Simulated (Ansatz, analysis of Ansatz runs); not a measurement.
# Charge-transition level of Cu on a Zn site in ZnO (r2SCAN)

Subject: Cu on a Zn site in ZnO. Wanted: its charge-transition level, in one set-up (r2SCAN, 72-site cell, r2SCAN lattice, 500 eV, k: the single point 1/4 1/4 1/4 then 2x2x2 shifted 0.5 0.5 0.5). The model is a cell of 72 host atoms with 1 Zn taken out and 1 Cu put in. The level is the Fermi energy at which two charge states have equal formation energy, after a correction for the images of the charge. A meta-GGA costs about twice a GGA and mends lattice constants and part of the gap.

What was measured. (0/-1) level above the valence-band top: 3.2 eV (“Acceptors in ZnO”, 2015, McCluskey et al.).

Method: plane-wave PAW DFT, r2SCAN; relaxation of all atoms of a defect supercell, in Ansatz 0.2.0.

Report form: the programs' logs are mostly left out.

## 1. The structure

The cell holds 72 atoms: 35 Zn, 36 O and 1 Cu. Its edges and angles: a = 9.706 Å, b = 9.706 Å, c = 10.422 Å, α = 90.0°, β = 90.0°, γ = 120.0°. It derives from ZnO (space group P6_3mc). Nearest the centre at fractional (0.556, 0.444, 0.500): Cu38 at 0.00 Å, O60 at 1.97 Å, O28 at 1.97 Å, O36 at 1.97 Å, O39 at 1.98 Å, Zn61 at 3.21 Å, Zn57 at 3.21 Å, Zn29 at 3.21 Å.

The host's primitive cell comes from a first run (plane-wave PAW DFT, r2SCAN; relaxation of the host's cell and atoms): vectors of 3.235, 3.235 and 5.211 Å. That is 11.81 Å³ an atom, 0.8 % under the diffraction cell's volume. The supercell is built on it.

## 2. Relaxation, charge 0

Every later number rests on the structure around the defect, so the atoms are relaxed at the host's lattice first.

File relax0/input.yaml:

```yaml
relax:
  f_tol: 0.02
  max_steps: 80
  random_displacement: { amplitude: 0.05, seed: 791 }
crystal:
  lattice:
    - [9.70585879, 0.0, 0.0]
    - [-4.85292939, 8.40552027, 0.0]
    - [0.0, 0.0, 10.42205779]
  atoms:
    - { symbol: Zn, position: [0.111111111, 0.222222222, 0.249833671] }
    - { symbol: Zn, position: [0.222222222, 0.111111111, -0.000166329] }
    - { symbol: O, position: [0.222222222, 0.111111111, 0.189671329] }
    - { symbol: O, position: [0.111111111, 0.222222222, 0.439671329] }
    - { symbol: Zn, position: [0.111111111, 0.222222222, 0.749833671] }
    - { symbol: Zn, position: [0.222222222, 0.111111111, 0.499833671] }
    - { symbol: O, position: [0.222222222, 0.111111111, 0.689671329] }
    - { symbol: O, position: [0.111111111, 0.222222222, 0.939671329] }
    - { symbol: Zn, position: [0.111111111, 0.555555556, 0.249833671] }
    - { symbol: Zn, position: [0.222222222, 0.444444444, -0.000166329] }
    - { symbol: O, position: [0.222222222, 0.444444444, 0.189671329] }
    - { symbol: O, position: [0.111111111, 0.555555556, 0.439671329] }
    - { symbol: Zn, position: [0.111111111, 0.555555556, 0.749833671] }
    - { symbol: Zn, position: [0.222222222, 0.444444444, 0.499833671] }
    - { symbol: O, position: [0.222222222, 0.444444444, 0.689671329] }
    - { symbol: O, position: [0.111111111, 0.555555556, 0.939671329] }
    - { symbol: Zn, position: [0.111111111, 0.888888889, 0.249833671] }
    - { symbol: Zn, position: [0.222222222, 0.777777778, -0.000166329] }
    - { symbol: O, position: [0.222222222, 0.777777778, 0.189671329] }
    - { symbol: O, position: [0.111111111, 0.888888889, 0.439671329] }
    - { symbol: Zn, position: [0.111111111, 0.888888889, 0.749833671] }
    - { symbol: Zn, position: [0.222222222, 0.777777778, 0.499833671] }
    - { symbol: O, position: [0.222222222, 0.777777778, 0.689671329] }
    - { symbol: O, position: [0.111111111, 0.888888889, 0.939671329] }
    - { symbol: Zn, position: [0.444444444, 0.222222222, 0.249833671] }
    - { symbol: Zn, position: [0.555555556, 0.111111111, -0.000166329] }
    - { symbol: O, position: [0.555555556, 0.111111111, 0.189671329] }
    - { symbol: O, position: [0.444444444, 0.222222222, 0.439671329] }
    - { symbol: Zn, position: [0.444444444, 0.222222222, 0.749833671] }
    - { symbol: Zn, position: [0.555555556, 0.111111111, 0.499833671] }
    - { symbol: O, position: [0.555555556, 0.111111111, 0.689671329] }
    - { symbol: O, position: [0.444444444, 0.222222222, 0.939671329] }
    - { symbol: Zn, position: [0.444444444, 0.555555556, 0.249833671] }
    - { symbol: Zn, position: [0.555555556, 0.444444444, -0.000166329] }
    - { symbol: O, position: [0.555555556, 0.444444444, 0.189671329] }
    - { symbol: O, position: [0.444444444, 0.555555556, 0.439671329] }
    - { symbol: Zn, position: [0.444444444, 0.555555556, 0.749833671] }
    - { symbol: Cu, position: [0.555555556, 0.444444444, 0.499833671], spin: 1.0 }
    - { symbol: O, position: [0.555555556, 0.444444444, 0.689671329] }
    - { symbol: O, position: [0.444444444, 0.555555556, 0.939671329] }
    - { symbol: Zn, position: [0.444444444, 0.888888889, 0.249833671] }
    - { symbol: Zn, position: [0.555555556, 0.777777778, -0.000166329] }
    - { symbol: O, position: [0.555555556, 0.777777778, 0.189671329] }
    - { symbol: O, position: [0.444444444, 0.888888889, 0.439671329] }
    - { symbol: Zn, position: [0.444444444, 0.888888889, 0.749833671] }
    - { symbol: Zn, position: [0.555555556, 0.777777778, 0.499833671] }
    - { symbol: O, position: [0.555555556, 0.777777778, 0.689671329] }
    - { symbol: O, position: [0.444444444, 0.888888889, 0.939671329] }
    - { symbol: Zn, position: [0.777777778, 0.222222222, 0.249833671] }
    - { symbol: Zn, position: [0.888888889, 0.111111111, -0.000166329] }
    - { symbol: O, position: [0.888888889, 0.111111111, 0.189671329] }
    - { symbol: O, position: [0.777777778, 0.222222222, 0.439671329] }
    - { symbol: Zn, position: [0.777777778, 0.222222222, 0.749833671] }
    - { symbol: Zn, position: [0.888888889, 0.111111111, 0.499833671] }
    - { symbol: O, position: [0.888888889, 0.111111111, 0.689671329] }
    - { symbol: O, position: [0.777777778, 0.222222222, 0.939671329] }
    - { symbol: Zn, position: [0.777777778, 0.555555556, 0.249833671] }
    - { symbol: Zn, position: [0.888888889, 0.444444444, -0.000166329] }
    - { symbol: O, position: [0.888888889, 0.444444444, 0.189671329] }
    - { symbol: O, position: [0.777777778, 0.555555556, 0.439671329] }
    - { symbol: Zn, position: [0.777777778, 0.555555556, 0.749833671] }
    - { symbol: Zn, position: [0.888888889, 0.444444444, 0.499833671] }
    - { symbol: O, position: [0.888888889, 0.444444444, 0.689671329] }
    - { symbol: O, position: [0.777777778, 0.555555556, 0.939671329] }
    - { symbol: Zn, position: [0.777777778, 0.888888889, 0.249833671] }
    - { symbol: Zn, position: [0.888888889, 0.777777778, -0.000166329] }
    - { symbol: O, position: [0.888888889, 0.777777778, 0.189671329] }
    - { symbol: O, position: [0.777777778, 0.888888889, 0.439671329] }
    - { symbol: Zn, position: [0.777777778, 0.888888889, 0.749833671] }
    - { symbol: Zn, position: [0.888888889, 0.777777778, 0.499833671] }
    - { symbol: O, position: [0.888888889, 0.777777778, 0.689671329] }
    - { symbol: O, position: [0.777777778, 0.888888889, 0.939671329] }
  host:
    repeats: [3, 3, 2]
    atoms:
      - { symbol: Zn, position: [0.333333333, 0.666666667, 0.499667342] }
      - { symbol: Zn, position: [0.666666667, 0.333333333, -0.000332658] }
      - { symbol: O, position: [0.666666667, 0.333333333, 0.379342658] }
      - { symbol: O, position: [0.333333333, 0.666666667, 0.879342658] }
basis:
  ecutwfc: 500
  xc_grid: 2
hamiltonian:
  xc: r2scan
kpoints:
  mp_grid: { grid: [1, 1, 1], shift: [0.25, 0.25, 0.25] }
magnetization:
  spin_polarized: true
  initial_magnetization: 1
  spin_locking: { lock_magnetization: hard }
scf:
  occupations: { method: fermi_dirac, width: 0.01 }
  max_iter: 120
output:
  forces: true
  charged_corrections:
    epsilon: [5.31, 5.31, 5.35]
    static_epsilon: [10.16, 10.16, 11.07]
    defect_position: [0.555556, 0.444444, 0.499834]
checkpoint:
  write: "../relax0.run"
  compress: false
  write_wavefunctions: true
  write_every: 100000
```

On the command line:

```sh
$ ansatz run input.yaml --threads 4 --pin off --max-ram 7536MiB --backend cpu --events-out ev --progress --plain --runs-dir out
```

It took 16 min on 4 threads of Arm Neoverse V1, shared host; peak memory 5.2 GiB; 63 min of CPU time.

Relaxation path:

```csv
step,energy less that of the first step (eV),largest force component (eV/Å)
1,0.0000,1.0872
2,-0.6826,0.6591
3,-0.8590,1.9729
4,-1.1043,0.2234
5,-1.0862,0.5351
6,-1.1133,0.0491
7,-1.1140,0.0319
8,-1.1136,0.0845
9,-1.1145,0.0112
```

Relaxation steps 5, 8 were tried and not accepted.

The atoms that moved most (Å, from the sites as typed, ahead of the random displacement, the mean shift of all atoms taken out):

```csv
atom,dx,dy,dz,length
O36,0.035,-0.022,0.019,0.045
Cu38,-0.024,0.013,-0.013,0.031
O39,-0.021,0.013,0.018,0.030
O28,-0.006,-0.019,-0.017,0.026
O60,0.015,0.014,-0.016,0.026
Zn33,0.017,-0.011,-0.003,0.021
Zn29,-0.013,0.012,-0.010,0.020
Zn37,-0.012,0.007,0.014,0.020
```

Neighbours of Cu38 at the end:

```csv
atom,distance (Å)
O36,1.895
O28,2.002
O60,2.004
O39,2.010
Zn33,3.169
Zn46,3.204
Zn14,3.204
Zn25,3.209
Zn57,3.209
Zn29,3.209
Zn61,3.211
Zn37,3.220
O35,3.230
Zn6,3.234
Zn70,3.236
Zn30,3.256
```

Read from the output:

* free energy: -143520.8503 eV
* total moment: 1 μB
* integral of the absolute spin density: 1.100 μB
* spin contamination: 0.002214

## 3. Relaxation, charge −1

File relax1/input.yaml:

```yaml
relax:
  f_tol: 0.02
  max_steps: 80
  random_displacement: { amplitude: 0.05, seed: 791 }
crystal:
  lattice:
    - [9.70585879, 0.0, 0.0]
    - [-4.85292939, 8.40552027, 0.0]
    - [0.0, 0.0, 10.42205779]
  atoms:
    - { symbol: Zn, position: [0.111111111, 0.222222222, 0.249833671] }
    - { symbol: Zn, position: [0.222222222, 0.111111111, -0.000166329] }
[... 22 atom lines left out ...]
    - { symbol: Zn, position: [0.444444444, 0.222222222, 0.249833671] }
[... 2 atom lines left out ...]
    - { symbol: O, position: [0.444444444, 0.222222222, 0.439671329] }
    - { symbol: Zn, position: [0.444444444, 0.222222222, 0.749833671] }
[... 3 atom lines left out ...]
    - { symbol: Zn, position: [0.444444444, 0.555555556, 0.249833671] }
[... 1 atom line left out ...]
    - { symbol: O, position: [0.555555556, 0.444444444, 0.189671329] }
    - { symbol: O, position: [0.444444444, 0.555555556, 0.439671329] }
    - { symbol: Zn, position: [0.444444444, 0.555555556, 0.749833671] }
    - { symbol: Cu, position: [0.555555556, 0.444444444, 0.499833671] }
    - { symbol: O, position: [0.555555556, 0.444444444, 0.689671329] }
[... 17 atom lines left out ...]
    - { symbol: Zn, position: [0.777777778, 0.555555556, 0.249833671] }
[... 2 atom lines left out ...]
    - { symbol: O, position: [0.777777778, 0.555555556, 0.439671329] }
    - { symbol: Zn, position: [0.777777778, 0.555555556, 0.749833671] }
[... 10 atom lines left out ...]
    - { symbol: O, position: [0.777777778, 0.888888889, 0.939671329] }
  host:
    repeats: [3, 3, 2]
    atoms:
      - { symbol: Zn, position: [0.333333333, 0.666666667, 0.499667342] }
      - { symbol: Zn, position: [0.666666667, 0.333333333, -0.000332658] }
      - { symbol: O, position: [0.666666667, 0.333333333, 0.379342658] }
      - { symbol: O, position: [0.333333333, 0.666666667, 0.879342658] }
total_charge: -1
basis:
  ecutwfc: 500
  xc_grid: 2
hamiltonian:
  xc: r2scan
kpoints:
  mp_grid: { grid: [1, 1, 1], shift: [0.25, 0.25, 0.25] }
scf:
  occupations: { method: fermi_dirac, width: 0.01 }
  max_iter: 120
output:
  forces: true
  charged_corrections:
    epsilon: [5.31, 5.31, 5.35]
    static_epsilon: [10.16, 10.16, 11.07]
    defect_position: [0.555556, 0.444444, 0.499834]
checkpoint:
  write: "../relax1.run"
  compress: false
  write_wavefunctions: true
  write_every: 100000
```

The job ended after 4.7 min (4 threads; peak memory 2.9 GiB).

Relaxation path:

```csv
step,energy less that of the first step (eV),largest force component (eV/Å)
1,0.0000,1.1857
2,-0.8237,0.8124
3,-1.3740,0.3193
4,-1.4009,0.0389
5,-1.4029,0.0326
6,-1.4034,0.0122
```

The atoms that moved most (Å, from the sites as typed, ahead of the random displacement, the mean shift of all atoms taken out):

```csv
atom,dx,dy,dz,length
Cu38,0.156,-0.171,0.058,0.238
O28,-0.016,-0.130,-0.069,0.148
O39,-0.011,0.019,0.120,0.122
O60,0.062,0.052,-0.040,0.090
Zn34,-0.002,0.005,-0.050,0.051
O35,-0.001,0.000,-0.051,0.051
Zn14,0.045,0.010,-0.006,0.046
Zn46,0.017,-0.042,-0.008,0.046
```

Neighbours of Cu38 at the end:

```csv
atom,distance (Å)
O28,1.983
O60,2.046
O39,2.056
O36,2.212
Zn30,2.996
Zn29,3.039
Zn62,3.059
Zn61,3.125
Zn25,3.173
Zn6,3.173
```

Read from the output:

- free energy: -143512.3132 eV

## 4. Single point, charge 0

The relaxed structure is kept, and the final numbers are taken at the final level and k-points.

This step: plane-wave PAW DFT, r2SCAN; single point of a defect supercell.

File point0/input.yaml:

```yaml
crystal:
  lattice:
    - [9.70585879, 0.0, 0.0]
    - [-4.85292939, 8.40552027, 0.0]
    - [0.0, 0.0, 10.42205779]
  atoms:
    - { symbol: Zn, position: [0.110768631, 0.221806683, 0.250016158] }
    - { symbol: Zn, position: [0.222386609, 0.110967406, -0.000393381] }
[... 22 atom lines left out ...]
    - { symbol: Zn, position: [0.444319763, 0.22198358, 0.249549889] }
[... 2 atom lines left out ...]
    - { symbol: O, position: [0.442659655, 0.220022243, 0.438294746] }
    - { symbol: Zn, position: [0.443810368, 0.22370042, 0.749081137] }
[... 3 atom lines left out ...]
    - { symbol: Zn, position: [0.445581205, 0.55431768, 0.249807717] }
[... 2 atom lines left out ...]
    - { symbol: O, position: [0.446746239, 0.553042617, 0.441754315] }
    - { symbol: Zn, position: [0.443605231, 0.556439448, 0.751436657] }
    - { symbol: Cu, position: [0.553790393, 0.446029644, 0.498795449], spin: 1.0 }
    - { symbol: O, position: [0.554207397, 0.446071972, 0.69161257] }
[... 6 atom lines left out ...]
    - { symbol: Zn, position: [0.557170216, 0.777770998, 0.500980762] }
[... 10 atom lines left out ...]
    - { symbol: Zn, position: [0.7781114, 0.555717206, 0.249681172] }
[... 2 atom lines left out ...]
    - { symbol: O, position: [0.780162061, 0.557298158, 0.438402671] }
    - { symbol: Zn, position: [0.776566014, 0.556310416, 0.749103793] }
[... 10 atom lines left out ...]
    - { symbol: O, position: [0.777605935, 0.888858822, 0.940264883] }
  host:
    repeats: [3, 3, 2]
    atoms:
      - { symbol: Zn, position: [0.333333333, 0.666666667, 0.499667342] }
      - { symbol: Zn, position: [0.666666667, 0.333333333, -0.000332658] }
      - { symbol: O, position: [0.666666667, 0.333333333, 0.379342658] }
      - { symbol: O, position: [0.333333333, 0.666666667, 0.879342658] }
basis:
  ecutwfc: 500
  xc_grid: 2
hamiltonian:
  xc: r2scan
kpoints:
  mp_grid: { grid: [2, 2, 2], shift: [0.5, 0.5, 0.5] }
magnetization:
  spin_polarized: true
  initial_magnetization: 1
  spin_locking: { lock_magnetization: hard }
scf:
  occupations: { method: fermi_dirac, width: 0.01 }
  max_iter: 120
output:
  forces: true
  charged_corrections:
    epsilon: [5.31, 5.31, 5.35]
    static_epsilon: [10.16, 10.16, 11.07]
    defect_position: [0.555556, 0.444444, 0.499834]
  eigenvalues: true
checkpoint:
  read: "../relax0.run"
  write: "../point0.run"
  compress: false
  write_wavefunctions: true
  write_every: 100000
```

Run time: 12 min. Hardware: 4 threads; peak memory 5.8 GiB.

Numbers from this step:

| Item | Value |
| --- | --- |
| free energy | -143520.2925 eV |
| total moment | 1 μB |
| integral of the absolute spin density | 1.094 μB |
| spin contamination | 0.002225 |

## 5. Single point, charge −1

This step: plane-wave PAW DFT, r2SCAN; single point of a defect supercell.

File point1/input.yaml:

```yaml
crystal:
  lattice:
    - [9.70585879, 0.0, 0.0]
    - [-4.85292939, 8.40552027, 0.0]
    - [0.0, 0.0, 10.42205779]
  atoms:
    - { symbol: Zn, position: [0.111313194, 0.223170456, 0.250529525] }
    - { symbol: Zn, position: [0.221999582, 0.111105646, -0.000700949] }
[... 11 atom lines left out ...]
    - { symbol: Zn, position: [0.227416659, 0.445660314, 0.499438292] }
[... 13 atom lines left out ...]
    - { symbol: O, position: [0.435059298, 0.206834856, 0.433301233] }
    - { symbol: Zn, position: [0.444852018, 0.22429255, 0.748128756] }
[... 3 atom lines left out ...]
    - { symbol: Zn, position: [0.44607527, 0.554318779, 0.25374172] }
[... 2 atom lines left out ...]
    - { symbol: O, position: [0.443907155, 0.556424437, 0.439248518] }
    - { symbol: Zn, position: [0.444038602, 0.55693842, 0.748119435] }
    - { symbol: Cu, position: [0.561390953, 0.42414813, 0.505630632] }
    - { symbol: O, position: [0.555558559, 0.44673055, 0.701389331] }
[... 6 atom lines left out ...]
    - { symbol: Zn, position: [0.554750177, 0.77283724, 0.499332752] }
[... 10 atom lines left out ...]
    - { symbol: Zn, position: [0.775499362, 0.555564126, 0.25039905] }
[... 2 atom lines left out ...]
    - { symbol: O, position: [0.787248851, 0.561798669, 0.436069427] }
    - { symbol: Zn, position: [0.777456211, 0.556536822, 0.748527245] }
[... 10 atom lines left out ...]
    - { symbol: O, position: [0.77778808, 0.889656326, 0.939920665] }
  host:
    repeats: [3, 3, 2]
    atoms:
      - { symbol: Zn, position: [0.333333333, 0.666666667, 0.499667342] }
      - { symbol: Zn, position: [0.666666667, 0.333333333, -0.000332658] }
      - { symbol: O, position: [0.666666667, 0.333333333, 0.379342658] }
      - { symbol: O, position: [0.333333333, 0.666666667, 0.879342658] }
total_charge: -1
basis:
  ecutwfc: 500
  xc_grid: 2
hamiltonian:
  xc: r2scan
kpoints:
  mp_grid: { grid: [2, 2, 2], shift: [0.5, 0.5, 0.5] }
scf:
  occupations: { method: fermi_dirac, width: 0.01 }
  max_iter: 120
output:
  forces: true
  charged_corrections:
    epsilon: [5.31, 5.31, 5.35]
    static_epsilon: [10.16, 10.16, 11.07]
    defect_position: [0.555556, 0.444444, 0.499834]
  eigenvalues: true
checkpoint:
  read: "../relax1.run"
  write: "../point1.run"
  compress: false
  write_wavefunctions: true
  write_every: 100000
```

It took 3.8 min on 4 threads; peak memory 4.7 GiB.

This step gave:

```yaml
free_energy: -143511.7895 eV
```

## 6. Charge-transition levels

A charged cell feels its images and has its own zero of potential; this step corrects both and places the level between the host's band edges.

This step: place-levels on r2SCAN runs: charge-transition levels with image-charge correction and potential alignment at the atomic sites.

File levels.yaml:

```yaml
host:
  run: host.point.run
states: [point0.run, point1.run]
geometry_from:
  point0.run: relax0.run
  point1.run: relax1.run
  host.point.run: host.relax.run
```

On the command line:

```sh
$ ansatz place-levels levels.yaml -- --threads 4 --pin off --max-ram 7536MiB
```

Elapsed: 0.19 s, on 4 threads.

Read from the output:

```yaml
gap: 1.238 eV
```

## 7. Outcome

This set-up is not sound: the carrier goes into a band, and the band-filling term draws the level to the band edge, so there is no figure to set beside the measurement.

[Logs are printed without paths, hosts, clocks, repeated set-up lines and the standing remarks that a program may print on its own settings, such as how far it seeks lower states.]

[Hosts, paths, dates, database ids (printed as entryN), source tags and the programs' standing remarks are cut or masked in the printed files.]

[For some hosts the program warned that the k-mesh of the response run may be too coarse for force constants and the static dielectric constant; such warnings are not shown here.]
